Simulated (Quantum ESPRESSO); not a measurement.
# SrO in Quantum ESPRESSO: the effect of target pressure

The system is SrO.

```
Sr O
1.0
     0.00000    2.56630    2.56630
     2.56630    0.00000    2.56630
     2.56630    2.56630    0.00000
Sr O
1 1
Direct
  0.50000 0.50000 0.50000
  0.00000 0.00000 0.00000
```

Alike in all runs:

| Item | Value |
| --- | --- |
| Program | Quantum ESPRESSO 7.5 |
| Task | phonons |
| Functional | LDA |
| Potentials or basis | GBRV 1.5 LDA |
| Cutoff | 612 eV |
| Density cutoff | 4898 eV |
| k mesh | 6 × 6 × 6, shifted |
| Occupations | fermi-dirac, width 0.05 eV |
| Spin | no spin polarisation |

Each run relaxes the cell or the atoms first.

Question: One run gave: relaxed volume 16.25 Å³/atom; dielectric constant 3.87 mean; highest phonon frequency 217 cm⁻¹. Which target pressure did it use?
A. 0 GPa
B. 25 GPa
C. 50 GPa
D. 80 GPa

Answer: A.

```csv
target pressure,relaxed volume (Å³/atom),dielectric constant (mean),highest phonon frequency (cm⁻¹)
0 GPa,16.25,3.87,217
25 GPa,13.78,4.04,312
50 GPa,12.48,4.21,363
80 GPa,11.47,4.43,399
```

Caveats: the volume moved by over 15 % at a fixed basis, so the end points are rough (some runs); the cell is more than 3 GPa from zero pressure, which shifts response properties (some runs).
